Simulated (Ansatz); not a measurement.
# Al (Al, diamond): the cost of one run

Computed with Ansatz 0.2.0 (DFT PBE, plane waves (420 eV) with PAW, scalar-relativistic, unless a step says otherwise).

## 1. The starting structure

The structure is cubic, space group Fd-3m (No. 227). The conventional cell has a = 5.639 Å, b = 5.639 Å, c = 5.639 Å, α = 90.00°, β = 90.00°, γ = 90.00°. Around Al (site symmetry -43m) lie 4 Al at 2.44 Å.

Structure file:

```cif
data_structure
_symmetry_space_group_name_H-M 'Fd-3m:1'
_symmetry_Int_Tables_number 227
_cell_length_a 5.6389
_cell_length_b 5.6389
_cell_length_c 5.6389
_cell_angle_alpha 90.000
_cell_angle_beta 90.000
_cell_angle_gamma 90.000
_cell_volume 179.31
loop_
_atom_site_label
_atom_site_type_symbol
_atom_site_symmetry_multiplicity
_atom_site_Wyckoff_symbol
_atom_site_fract_x
_atom_site_fract_y
_atom_site_fract_z
_atom_site_occupancy
Al1 Al 8 b 0.75000 0.75000 0.75000 1
```

## 2. Geometry optimisation

input.yaml reads:

```yaml
crystal:
  lattice:
    - [0.0, 2.8194727963, 2.8194727963]
    - [2.8194727963, 0.0, 2.8194727963]
    - [2.8194727963, 2.8194727963, 0.0]
  atoms:
    - { symbol: Al, position: [0.125, 0.125, 0.125] }
    - { symbol: Al, position: [0.875, 0.875, 0.875] }
hamiltonian:
  xc: pbe
  pseudopotentials:
    kind: paw
    azcp:
      Al: "pseudopotentials/Al.paw.azcp"
basis:
  ecutwfc: 420
  fft_grid_basis: typed
kpoints:
  mp_grid: { grid: [10, 10, 10], shift: [0, 0, 0] }
magnetization:
  spin_polarized: false
scf:
  occupations: { method: fermi_dirac, width: 0.1 }
relax:
  max_steps: 60
  f_tol: 0.01
  cell: {}
```

What time and memory should one allow on 1 thread of an x86-64 CPU, shared host?

About 6.8 s, with a peak of 0.51 GiB.
